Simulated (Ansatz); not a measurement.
# GaP: the cost of one run

Method: DFT PBEsol, scalar-relativistic, plane waves, PAW, in Ansatz 0.2.0.

2 further runs of the same task are left out: 2 set aside as unsound or not needed.

### 1 The system as given

The structure is cubic, space group F-43m (No. 216). The conventional cell has a = 5.438 Å, b = 5.438 Å, c = 5.438 Å, α = 90.00°, β = 90.00°, γ = 90.00°. Around Ga (site symmetry -43m) lie 4 P at 2.35 Å. P (site symmetry -43m) is surrounded by 4 Ga at 2.35 Å.

As a file:

```
CELL_PARAMETERS angstrom
0.00000 2.71923 2.71923
2.71923 0.00000 2.71923
2.71923 2.71923 0.00000
ATOMIC_POSITIONS crystal
Ga 0.00000 0.00000 0.00000
P 0.75000 0.75000 0.75000
```

It is the result of an earlier relaxation at this level (volume 20.11 Å³/atom; gap on the mesh: 1.50 eV).

### 2 Relaxing at 2 GPa

At a set pressure the run lowers the enthalpy E + PV, so the energy alone may rise along the way.

The input, input.yaml:

```yaml
crystal:
  lattice:
    - [0.0, 2.7192251008, 2.7192251008]
    - [2.7192251008, 0.0, 2.7192251008]
    - [2.7192251008, 2.7192251008, 0.0]
  atoms:
    - { symbol: Ga, position: [0.0, 0.0, 0.0] }
    - { symbol: P, position: [0.75, 0.75, 0.75] }
basis:
  ecutwfc: 420
kpoints:
  mp_grid: { grid: [8, 8, 8] }
hamiltonian:
  xc: pbesol
scf:
  occupations: { method: fixed }
output:
  forces: true
  stress: true
  eigenvalues: true
relax:
  adjacent_minimum: "off"
  f_tol: 0.001
  max_steps: 60
  cell: { stress_tol: 0.02, p_target: 2.0 }
```

Started as:

```console
$ ansatz run input.yaml --threads 1 --pin off --max-ram 3072MiB --backend cpu --events-out ev --progress --plain --runs-dir out
```

**Question.** How long does this run take on 1 thread of Arm Neoverse V2, shared host, and how much memory does it need?

About 8.9 s, with a peak of 0.3 GiB.
